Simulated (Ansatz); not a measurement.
Crystal: Se.

```xyz
3
Lattice="4.3662 0.0000 0.0000 -2.1831 3.7812 0.0000 0.0000 0.0000 4.9536" Properties=species:S:1:pos:R:3 pbc="T T T"
Se    1.6910    2.9289    0.0000
Se   -0.4921    0.8523    3.3024
Se    0.9841    0.0000    1.6512
```

| Item | Value |
| --- | --- |
| Program | Ansatz 0.2.0 |
| Task | relaxation of cell and atoms |
| Functional | RPBE |
| Dispersion | D3(BJ) |
| Potentials or basis | Ansatz PAW |
| Cutoff | 420 eV (not typed: the program's choice for these potentials) |
| k mesh | 7 × 7 × 6 |
| Occupations | fermi-dirac, width 0.05 eV |
| Spin | no spin polarisation |

At the start: volume 27.26 Å³/atom.

Task: How do energy, volume and symmetry change on relaxing?

Result: It ends after 10 steps and the volume is 18.82 Å³/atom (-31.0 %); space group P3_121 (No. 152, to 0.05 Å).

The path:
| step | energy change (eV) | largest force (eV/Å) | volume (Å³) |
| --- | --- | --- | --- |
| 1 | 0.0000 | 0.4600 | 81.78 |
| 2 | -0.3975 | 0.5458 | 71.55 |
| 3 | -0.7677 | 0.0311 | 63.98 |
| 4 | -0.8504 | 0.5354 | 56.52 |
| 5 | -0.9825 | 0.1321 | 56.35 |
| 6 | -1.0340 | 0.0728 | 56.44 |
| 7 | -1.0352 | 0.0217 | 56.32 |
| 8 | -1.0355 | 0.0066 | 56.42 |
| 9 | -1.0355 | 0.0011 | 56.46 |
| 10 | -1.0344 | 0.0009 | 56.46 |

Final structure:
```
Se
1.0
     3.54203    0.00000    0.00000
    -1.77102    3.06749    0.00000
     0.00000    0.00000    5.19648
Se
3
Direct
  0.70500 0.70500 0.00000
  0.00000 0.29500 0.66667
  0.29500 0.00000 0.33333
```

Caveat: the volume moved by over 15 % at a fixed basis, so the end points are rough; the plane-wave basis is chosen anew once the cell has moved, so the energies of steps on either side of that aren't comparable; the volume moved by -31 % from the deposited cell, more than functionals usually miss; the PAW data sets come from PBE, with cores solved anew for the run's functional, which leaves a small shift of forces and pressure.
